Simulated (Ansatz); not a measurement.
System: SnTe (rock salt type), 2 atoms in the cell.

These are results of PBE, plane waves, PAW datasets (generated soft set 1) in Ansatz 0.2.0 development build, not measurements.

Cutoff 420 eV; k-mesh 8×8×8 Γ-centred; Fermi–Dirac smearing of 0.1 eV; no spin polarisation; no spin–orbit coupling.

```
CELL_PARAMETERS angstrom
0.00000 3.20500 3.20500
3.20500 0.00000 3.20500
3.20500 3.20500 0.00000
ATOMIC_POSITIONS crystal
Sn 0.00000 0.00000 0.00000
Te 0.50000 0.50000 0.50000
```

(1) Is the cell under compression or tension, and by how much?

Answers

(1) The pressure is 0.00 GPa, close to zero.

The stress includes the program's correction for the finite plane-wave basis.

The k-mesh is modest, so these values aren't fully converged in k.
